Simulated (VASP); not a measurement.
Ge: relaxation of cell and atoms with LDA

The system is Ge.

```
CELL_PARAMETERS angstrom
3.98550 0.00000 0.00000
-1.99275 3.45154 0.00000
0.00000 0.00000 6.57720
ATOMIC_POSITIONS crystal
Ge 0.33333 0.66667 0.06280
Ge 0.66667 0.33333 0.56280
Ge 0.66667 0.33333 0.93720
Ge 0.33333 0.66667 0.43720
```

This isn't the form of Ge at room conditions, which is diamond.

| Quantity | Value |
| --- | --- |
| Program | VASP 6.6.1 |
| Task | relaxation of cell and atoms |
| Functional | LDA |
| Potentials or basis | VASP PAW LDA potentials, release 64 (Ge_d) |
| Cutoff | 520 eV |
| k mesh | 10 × 10 × 6 |
| Occupations | fermi-dirac, width 0.05 eV |
| Spin | no spin polarisation |
| Further INCAR settings | ALGO = Normal; EDIFF = 1e-06; IBRION = 2; EDIFFG = -0.01; NSW = 40; ISIF = 3 |

```json
{"Relaxed volume": "22.19 Å³/atom", "Relaxed cell": "a = 3.961 Å, b = 3.961 Å, c = 6.533 Å, α = 90.00°, β = 90.00°, γ = 120.00°", "Space group after relaxing (to 0.05 Å)": "P6_3/mmc (No. 194)", "Energy gained by relaxing": "1.6 meV/atom", "Ionic steps": "3", "Pressure after relaxing": "0.0 GPa", "Band gap on the k mesh": "none (metal or under the smearing width)"}
```

Step by step:
| step | energy change (eV) | largest force (eV/Å) | pressure (GPa) | volume (Å³) |
| --- | --- | --- | --- | --- |
| 1 | 0.0000 | 0.0078 | -1.16 | 90.48 |
| 2 | -0.0057 | 0.0041 | 0.28 | 88.34 |
| 3 | -0.0064 | 0.0002 | 0.03 | 88.77 |

Final structure:
```cif
data_structure
_symmetry_space_group_name_H-M 'P 1'
_symmetry_Int_Tables_number 1
_cell_length_a 3.9613
_cell_length_b 3.9613
_cell_length_c 6.5327
_cell_angle_alpha 90.000
_cell_angle_beta 90.000
_cell_angle_gamma 120.000
_cell_volume 88.77
loop_
_atom_site_label
_atom_site_type_symbol
_atom_site_fract_x
_atom_site_fract_y
_atom_site_fract_z
_atom_site_occupancy
Ge1 Ge 0.33333 0.66667 0.06285 1
Ge2 Ge 0.66667 0.33333 0.56285 1
Ge3 Ge 0.66667 0.33333 0.93715 1
Ge4 Ge 0.33333 0.66667 0.43715 1
```

Levels at points of the mesh, in eV from the Fermi level:
```
           k point  band 26  band 27  band 28  band 29  band 30  band 31
(0.00, 0.00, 0.00)    -0.18    -0.14     0.07     0.10     0.10     2.22
(0.50, 0.00, 0.00)    -3.18    -2.95    -1.51     0.40     1.63     3.48
(0.00, 0.00, 0.50)    -0.91    -0.91    -0.91     0.65     0.65     3.35
(0.50, 0.00, 0.50)    -2.64    -2.51    -2.51     0.44     0.44     2.03
```

Run time: 120 s on 1 thread of Intel(R) Xeon(R) 6975P-C (Granite Rapids), on a shared host, peak memory 0.24 GiB.
